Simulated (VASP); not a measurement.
# Zn3H (Fm-3m) in VASP: settings compared

One crystal, Zn3H, is run at these levels: r2SCAN, SCAN, TPSS, TB-mBJ; tasks: band structure.

Everything below comes from runs of VASP 6.6.1. Logs are shortened: lines on timing, memory, paths and dates and some standing lists are left out, and cuts for length are marked.

**1. The crystal as given**

Symmetry: Fm-3m, No. 225, cubic system. Conventional cell: a = 5.993 Å, b = 5.993 Å, c = 5.993 Å, α = 90.00°, β = 90.00°, γ = 90.00°. Zn (site symmetry m-3m) is surrounded by 8 Zn at 2.60 Å. Around Zn (site symmetry -43m) lie 4 Zn at 2.60 Å and 4 H at 2.60 Å. H (site symmetry m-3m) is surrounded by 8 Zn at 2.60 Å.

The cell was built by a generator and needn't be a form met in nature.

**2. Band structure, r2SCAN**

Contents of INCAR:

```
SYSTEM = Zn3H
  PREC = Accurate
  ENCUT = 520
  EDIFF = 1E-7
  ISMEAR = -1
  SIGMA = 0.05
  LREAL = .False.
  LASPH = .True.
  NELM = 60
  ALGO = Normal
  ISIF = 2
  LWAVE = .False.
  LCHARG = .False.
  METAGGA = R2SCAN
  LMIXTAU = .True.
  NBANDS = 26
```

Contents of KPOINTS:

```
Automatic mesh
0
Gamma
  6 6 6
  0 0 0
```

Contents of POSCAR:

```
Zn3H
1.0
    0.0000000000      2.9965800000      2.9965800000
    2.9965800000      0.0000000000      2.9965800000
    2.9965800000      2.9965800000      0.0000000000
Zn H
3 1
Direct
    0.5000000000      0.5000000000      0.5000000000
    0.2500000000      0.2500000000      0.2500000000
    0.7500000000      0.7500000000      0.7500000000
    0.0000000000      0.0000000000      0.0000000000
```

Contents of KPOINTS_OPT:

```
path GXWKGLUWLK,UX
10
line-mode
reciprocal
 0.0000000000  0.0000000000  0.0000000000  G
 0.5000000000  0.0000000000  0.5000000000  X

 0.5000000000  0.0000000000  0.5000000000  X
 0.5000000000  0.2500000000  0.7500000000  W

 0.5000000000  0.2500000000  0.7500000000  W
 0.3750000000  0.3750000000  0.7500000000  K

 0.3750000000  0.3750000000  0.7500000000  K
 0.0000000000  0.0000000000  0.0000000000  G

 0.0000000000  0.0000000000  0.0000000000  G
 0.5000000000  0.5000000000  0.5000000000  L

 0.5000000000  0.5000000000  0.5000000000  L
 0.6250000000  0.2500000000  0.6250000000  U

 0.6250000000  0.2500000000  0.6250000000  U
 0.5000000000  0.2500000000  0.7500000000  W

 0.5000000000  0.2500000000  0.7500000000  W
 0.5000000000  0.5000000000  0.5000000000  L

 0.5000000000  0.5000000000  0.5000000000  L
 0.3750000000  0.3750000000  0.7500000000  K

 0.6250000000  0.2500000000  0.6250000000  U
 0.5000000000  0.0000000000  0.5000000000  X
```

Potentials or basis: VASP PAW PBE potentials, release 64 (Zn, H).

Run with:

```
$ cat potpaw_PBE.64/Zn/POTCAR potpaw_PBE.64/H/POTCAR > POTCAR
$ mpirun -np 1 vasp_std > vasp.out
```

OUTCAR:

```text
SYSTEM = Zn3H
   PREC = Accurate
   ENCUT = 520
   EDIFF = 1E-7
   ISMEAR = -1
   LREAL = .False.
   LASPH = .True.
   NELM = 60
   ISIF = 2
   METAGGA = R2SCAN

 ion  position               nearest neighbor table
   1  0.500  0.500  0.500-   2 2.60   2 2.60   2 2.60   2 2.60   3 2.60   3 2.60   3 2.60   3 2.60

   2  0.250  0.250  0.250-   1 2.60   1 2.60   1 2.60   1 2.60   3 3.00   3 3.00   3 3.00   3 3.00
                             3 3.00   3 3.00
   3  0.750  0.750  0.750-   1 2.60   1 2.60   1 2.60   1 2.60   2 3.00   2 3.00   2 3.00   2 3.00
                             2 3.00   2 3.00
   4  0.000  0.000  0.000-

  LATTYP: Found a face centered cubic cell.
 ALAT       =     5.9931600000

  Lattice vectors:

 A1 = (   0.0000000000,   2.9965800000,   2.9965800000)
 A2 = (   2.9965800000,   0.0000000000,   2.9965800000)
 A3 = (   2.9965800000,   2.9965800000,   0.0000000000)

Analysis of symmetry for initial positions (statically):
=====================================================================
 Subroutine PRICEL returns:
 Original cell was already a primitive cell.

 Routine SETGRP: Setting up the symmetry group for a
 face centered cubic supercell.

 Subroutine GETGRP returns: Found 48 space group operations
 (whereof 48 operations were pure point group operations)
 out of a pool of 48 trial point group operations.

The static configuration has the point symmetry O_h .

Analysis of symmetry for dynamics (positions and initial velocities):
=====================================================================
 Subroutine PRICEL returns:
 Original cell was already a primitive cell.

 Routine SETGRP: Setting up the symmetry group for a
 face centered cubic supercell.

 Subroutine GETGRP returns: Found 48 space group operations
 (whereof 48 operations were pure point group operations)
 out of a pool of 48 trial point group operations.

The dynamic configuration has the point symmetry O_h .

 Subroutine INISYM returns: Found 48 space group operations
 (whereof 48 operations are pure point group operations),
 and found     1 'primitive' translations

----------------------------------------------------------------------------------------

                                     Primitive cell

  volume of cell :      53.8155

[... 80 lines left out ...]
   LASPH  =      T    aspherical Exc in radial PAW
   ENCUT  =  520.0 eV  38.22 Ry    6.18 a.u.   7.88  7.88  7.88*2*pi/ulx,y,z
   NELM   =     60;   NELMIN=  2; NELMDL= -5     # of ELM steps
   EDIFF  = 0.1E-06   stopping-criterion for ELM
   LREAL  =      F    real-space projection
   EDIFFG = 0.1E-05   stopping-criterion for IOM
   NSW    =      0    number of steps for IOM
   IBRION =     -1    ionic relax: 0-MD 1-quasi-New 2-CG
   NFREE  =      0    steps in history (QN), initial steepest desc. (CG)
   ISIF   =      2    stress and relaxation
   ISYM   =      2    0-nonsym 1-usesym 2-fastsym
   POTIM  = 0.5000    time-step for ionic-motion
   TEBEG  =    0.0;   TEEND  =   0.0 temperature during run
   PSTRESS=    0.0 pullay stress
   NELECT =      37.0000    total number of electrons
   NUPDOWN=      -1.0000    fix difference up-down
   EMIN   =  10.00;   EMAX   =-10.00  energy-range for DOS
   EFERMI =   0.00;   METHOD = LEGACY
   ISMEAR =    -1;   SIGMA  =   0.05  broadening in eV -4-tet -1-fermi 0-gaus
   EFERMI_NEDOS =   21; number of points for ismear=-14 and -15
   IALGO  =     38    algorithm
   IMIX   =      4    mixing-type and parameters
     AMIX     =   0.40;   BMIX     =  1.00
     AMIX_MAG =   1.60;   BMIX_MAG =  1.00
  volume/ion in A,a.u.               =      13.45        90.79
  Fermi-wavevector in a.u.,A,eV,Ry     =   1.444906  2.730476 28.405600  2.087753
  Thomas-Fermi vector in A             =   2.563148
   LORBIT       =      0    0 simple, 1 ext, 2 COOP (PROOUT), +10 PAW based schemes
   METAGGA = R2SCAN    functional components
   LHFCALC =     F    Hartree Fock is set to
   AEXX    =    0.0000 exact exchange contribution
   IVDW    =     0    specifies the selected vdW correction
   LEPSILON=     F    determine dielectric tensor
   LRPA    =     F    only Hartree local field effects (RPA)
 non-spin polarized calculation
  energy-cutoff  :      520.00
  volume of cell :       53.82
 maximum number of plane-waves:      1464
   NGX = 15   NGY = 15   NGZ = 15

 number of electron      36.9999978 magnetization

 Free energy of the ion-electron system (eV)
  ---------------------------------------------------
  ext. energy  EPLUGINS =         0.00000000
  ---------------------------------------------------
  free energy    TOTEN  =       -27.95301104 eV

  energy without entropy =      -27.94033144  energy(sigma->0) =      -27.94667124

 E-fermi :   2.0344     XC(G=0): -11.9167

 val. band max:        2.0175056110   @ k =  -0.3333   0.3333   0.0000
 cond. band min:       2.0394709079   @ k =  -0.3333   0.3333   0.0000
 fundamental gap:      0.0219652969
 Fermi energy:         2.0344044570

 k-point     1 :       0.0000    0.0000    0.0000
  band No.  band energies     occupation
      1      -8.2005      2.00000
      2      -6.2770      2.00000
      3      -6.2770      2.00000
      4      -6.0814      2.00000
      5      -6.0814      2.00000
      6      -6.0814      2.00000
[... 453 lines left out ...]
     25      14.0525      0.00000
     26      15.2903      0.00000

------------------------ aborting loop because EDIFF is reached ----------------------------------------

  FORCE on cell =-STRESS in cart. coord.  units (eV):
  Direction    XX          YY          ZZ          XY          YZ          ZX
  --------------------------------------------------------------------------------------
  -------------------------------------------------------------------------------------
  Total       -1.0268172     -1.0268172     -1.0268172     -0.0000000      0.0000000      0.0000000
  in kB      -30.5700463    -30.5700463    -30.5700463     -0.0000000      0.0000000      0.0000000
  external PRESSURE =     -30.5700463 kB  Pullay stress =       0.0000000 kB

 VOLUME and BASIS-vectors are now :
 -----------------------------------------------------------------------------
  energy-cutoff  :      520.00
  volume of cell :       53.82
      direct lattice vectors                 reciprocal lattice vectors
     0.000000000  2.996580000  2.996580000    -0.166856884  0.166856884  0.166856884
     2.996580000  0.000000000  2.996580000     0.166856884 -0.166856884  0.166856884
     2.996580000  2.996580000  0.000000000     0.166856884  0.166856884 -0.166856884

 POSITION                                       TOTAL-FORCE (eV/Angst)
 -----------------------------------------------------------------------------------
      2.99658      2.99658      2.99658         0.000000     -0.000000     -0.000000
      1.49829      1.49829      1.49829         0.000000      0.000000     -0.000000
      4.49487      4.49487      4.49487        -0.000000     -0.000000      0.000000
      0.00000      0.00000      0.00000         0.000000     -0.000000     -0.000000
 -----------------------------------------------------------------------------------
    total drift:                               -0.000000     -0.000000      0.000000

  FREE ENERGIE OF THE ION-ELECTRON SYSTEM (eV)
  ---------------------------------------------------
  free  energy   TOTEN  =       -27.9530110365 eV

  energy  without entropy=      -27.9403314426  energy(sigma->0) =      -27.94667124
```

stdout:

```text
POSCAR found type information on POSCAR ZnH
 POSCAR found :  2 types and       4 ions
 scaLAPACK will be used
 -----------------------------------------------------------------------------
|                                                                             |
|                                                                             |
|     You enforced a specific xc type in the INCAR file but a different       |
|     I HOPE YOU KNOW WHAT YOU ARE DOING!                                     |
|                                                                             |
 -----------------------------------------------------------------------------

 LDA part: xc-table for (None), standard interpolation
 POSCAR, INCAR and KPOINTS ok, starting setup
 FFT: planning ... GRIDC
 FFT: planning ... GRID_SOFT
 FFT: planning ... GRID
 WAVECAR not read
 entering main loop
 Start KPOINTS_OPT (optional k-point list driver)
k-point batch [1-16\100]
k-point batch [17-32\100]
k-point batch [33-48\100]
k-point batch [49-64\100]
k-point batch [65-80\100]
k-point batch [81-96\100]
k-point batch [97-100\100]
```

Run time: 98 s. Hardware: 1 thread of Intel Xeon 6975P-C (Granite Rapids), shared host; peak memory 0.18 GiB.

Results:

```
Free energy             : -27.9530 eV
Pressure                : -3.1 GPa
Band gap along the path : none (metal or under the smearing width)
```

Levels at the corners of the path, in eV from the Fermi level:
```tsv
point	band 17	band 18	band 19	band 20	band 21	band 22
Γ	0.31	3.47	3.47	3.47	4.21	4.30
X	-4.90	-1.23	-1.23	-1.09	0.11	9.60
X	-4.90	-1.23	-1.23	-1.09	0.11	9.60
W	-4.41	-3.92	-3.92	2.46	5.12	5.13
W	-4.41	-3.92	-3.92	2.46	5.12	5.13
K	-4.76	-4.41	-0.52	-0.26	3.77	7.98
K	-4.76	-4.41	-0.52	-0.26	3.77	7.98
Γ	0.31	3.47	3.47	3.47	4.21	4.30
Γ	0.31	3.47	3.47	3.47	4.21	4.30
L	-5.95	0.48	1.88	1.88	3.20	3.94
L	-5.95	0.48	1.88	1.88	3.20	3.94
U	-4.76	-4.41	-0.52	-0.26	3.77	7.98
U	-4.76	-4.41	-0.52	-0.26	3.77	7.98
W	-4.41	-3.92	-3.92	2.46	5.12	5.13
W	-4.41	-3.92	-3.92	2.46	5.12	5.13
L	-5.95	0.48	1.88	1.88	3.20	3.94
L	-5.95	0.48	1.88	1.88	3.20	3.94
K	-4.76	-4.41	-0.52	-0.26	3.77	7.98
U	-4.76	-4.41	-0.52	-0.26	3.77	7.98
X	-4.90	-1.23	-1.23	-1.09	0.11	9.60
```

Caveat: the PAW data sets were made with another functional, which shifts forces and pressure a little.

**3. Band structure, SCAN**

INCAR: that of step 2 with these lines changed.

```diff
@@ -13,3 +13,3 @@
   LCHARG = .False.
-  METAGGA = R2SCAN
+  METAGGA = SCAN
   LMIXTAU = .True.
```

KPOINTS is that of step 2.

POSCAR is that of step 2.

KPOINTS_OPT is that of step 2.

Potentials or basis: VASP PAW PBE potentials, release 64 (Zn, H).

Run with:

```
$ cat potpaw_PBE.64/Zn/POTCAR potpaw_PBE.64/H/POTCAR > POTCAR
$ mpirun -np 1 vasp_std > vasp.out
```

OUTCAR:

```text
SYSTEM = Zn3H
   PREC = Accurate
   ENCUT = 520
   EDIFF = 1E-7
   ISMEAR = -1
   LREAL = .False.
   LASPH = .True.
   NELM = 60
   ISIF = 2
   METAGGA = SCAN

 ion  position               nearest neighbor table
   1  0.500  0.500  0.500-   2 2.60   2 2.60   2 2.60   2 2.60   3 2.60   3 2.60   3 2.60   3 2.60

   2  0.250  0.250  0.250-   1 2.60   1 2.60   1 2.60   1 2.60   3 3.00   3 3.00   3 3.00   3 3.00
                             3 3.00   3 3.00
   3  0.750  0.750  0.750-   1 2.60   1 2.60   1 2.60   1 2.60   2 3.00   2 3.00   2 3.00   2 3.00
                             2 3.00   2 3.00
[... 655 lines left out ...]
  --------------------------------------------------------------------------------------
  -------------------------------------------------------------------------------------
  Total       -1.5420002     -1.5420002     -1.5420002      0.0000000      0.0000000      0.0000000
  in kB      -45.9078953    -45.9078953    -45.9078953      0.0000000      0.0000000      0.0000000
  external PRESSURE =     -45.9078953 kB  Pullay stress =       0.0000000 kB

 VOLUME and BASIS-vectors are now :
 -----------------------------------------------------------------------------
  energy-cutoff  :      520.00
  volume of cell :       53.82
      direct lattice vectors                 reciprocal lattice vectors
     0.000000000  2.996580000  2.996580000    -0.166856884  0.166856884  0.166856884
     2.996580000  0.000000000  2.996580000     0.166856884 -0.166856884  0.166856884
     2.996580000  2.996580000  0.000000000     0.166856884  0.166856884 -0.166856884

 POSITION                                       TOTAL-FORCE (eV/Angst)
 -----------------------------------------------------------------------------------
      2.99658      2.99658      2.99658        -0.000000      0.000000     -0.000000
      1.49829      1.49829      1.49829        -0.000000     -0.000000      0.000000
      4.49487      4.49487      4.49487         0.000000      0.000000     -0.000000
      0.00000      0.00000      0.00000        -0.000000      0.000000     -0.000000
 -----------------------------------------------------------------------------------
    total drift:                               -0.000000     -0.000000      0.000000

  FREE ENERGIE OF THE ION-ELECTRON SYSTEM (eV)
  ---------------------------------------------------
  free  energy   TOTEN  =       -41.6278395102 eV

  energy  without entropy=      -41.6145775976  energy(sigma->0) =      -41.62120855
```

OSZICAR:

```text
N       E                     dE             d eps       ncg     rms          rms(c)
DAV:   1     0.163724192500E+03    0.16372E+03   -0.18114E+04   840   0.212E+03
DAV:   2    -0.340797111960E+02   -0.19780E+03   -0.19218E+03   832   0.360E+02
DAV:   3    -0.463457954689E+02   -0.12266E+02   -0.12162E+02   956   0.995E+01
DAV:   4    -0.464833485597E+02   -0.13755E+00   -0.13747E+00   946   0.109E+01
DAV:   5    -0.464836014711E+02   -0.25291E-03   -0.25291E-03   914   0.432E-01    0.477E+00
DAV:   6    -0.416974343840E+02    0.47862E+01   -0.44520E+00   998   0.362E+01    0.517E+00
DAV:   7    -0.414429968903E+02    0.25444E+00   -0.82938E-01   852   0.139E+01    0.210E+00
DAV:   8    -0.417063725532E+02   -0.26338E+00   -0.37504E-01   872   0.745E+00    0.949E-01
DAV:   9    -0.415950467344E+02    0.11133E+00   -0.16517E-01   832   0.372E+00    0.104E+00
DAV:  10    -0.415718579244E+02    0.23189E-01   -0.56888E-02   834   0.170E+00    0.162E+00
[... 61 further cycles ...]
DAV:   5    -0.298709148004E+04   -0.43979E-02      908
DAV:   6    -0.298709149602E+04   -0.15979E-04      896
DAV:   7    -0.298709149610E+04   -0.77526E-07      682
       N       E                     dE             ncg
DAV:   1     0.151088987576E+05   -0.49056E+04      216
DAV:   2     0.143689470326E+05   -0.73995E+03      208
DAV:   3     0.143222776126E+05   -0.46669E+02      244
DAV:   4     0.143218673083E+05   -0.41030E+00      264
DAV:   5     0.143218665839E+05   -0.72439E-03      244
DAV:   6     0.143218665808E+05   -0.30660E-05      248
DAV:   7     0.143218665808E+05   -0.17164E-07      186
```

stdout:

```text
POSCAR found type information on POSCAR ZnH
 POSCAR found :  2 types and       4 ions
 scaLAPACK will be used
 -----------------------------------------------------------------------------
|                                                                             |
|                                                                             |
|     You enforced a specific xc type in the INCAR file but a different       |
|     I HOPE YOU KNOW WHAT YOU ARE DOING!                                     |
|                                                                             |
 -----------------------------------------------------------------------------

 LDA part: xc-table for (None), standard interpolation
 POSCAR, INCAR and KPOINTS ok, starting setup
 FFT: planning ... GRIDC
 FFT: planning ... GRID_SOFT
 FFT: planning ... GRID
 WAVECAR not read
 entering main loop
 Start KPOINTS_OPT (optional k-point list driver)
k-point batch [1-16\100]
k-point batch [17-32\100]
k-point batch [33-48\100]
k-point batch [49-64\100]
k-point batch [65-80\100]
k-point batch [81-96\100]
k-point batch [97-100\100]
```

Wall time 1.9 min (1 thread of Intel Xeon 6975P-C (Granite Rapids), shared host); peak memory 0.18 GiB.

Results:

```yaml
Free_energy: -41.6278 eV
Pressure: -4.6 GPa
Band_gap_along_the_path: none (metal or under the smearing width)
```

Levels at the corners of the path, in eV from the Fermi level:
```csv
point,band 17,band 18,band 19,band 20,band 21,band 22
Γ,0.33,3.48,3.48,3.48,4.25,4.25
X,-4.90,-1.27,-1.27,-1.07,0.14,9.64
X,-4.90,-1.27,-1.27,-1.07,0.14,9.64
W,-4.39,-3.93,-3.93,2.43,5.14,5.14
W,-4.39,-3.93,-3.93,2.43,5.14,5.14
K,-4.77,-4.41,-0.55,-0.25,3.76,8.04
K,-4.77,-4.41,-0.55,-0.25,3.76,8.04
Γ,0.33,3.48,3.48,3.48,4.25,4.25
Γ,0.33,3.48,3.48,3.48,4.25,4.25
L,-5.92,0.49,1.84,1.84,3.23,3.98
L,-5.92,0.49,1.84,1.84,3.23,3.98
U,-4.77,-4.41,-0.55,-0.25,3.76,8.04
U,-4.77,-4.41,-0.55,-0.25,3.76,8.04
W,-4.39,-3.93,-3.93,2.43,5.14,5.14
W,-4.39,-3.93,-3.93,2.43,5.14,5.14
L,-5.92,0.49,1.84,1.84,3.23,3.98
L,-5.92,0.49,1.84,1.84,3.23,3.98
K,-4.77,-4.41,-0.55,-0.25,3.76,8.04
U,-4.77,-4.41,-0.55,-0.25,3.76,8.04
X,-4.90,-1.27,-1.27,-1.07,0.14,9.64
```

Caveat: the PAW data sets were made with another functional, which shifts forces and pressure a little.

(Part 1 of 2 ends here.)
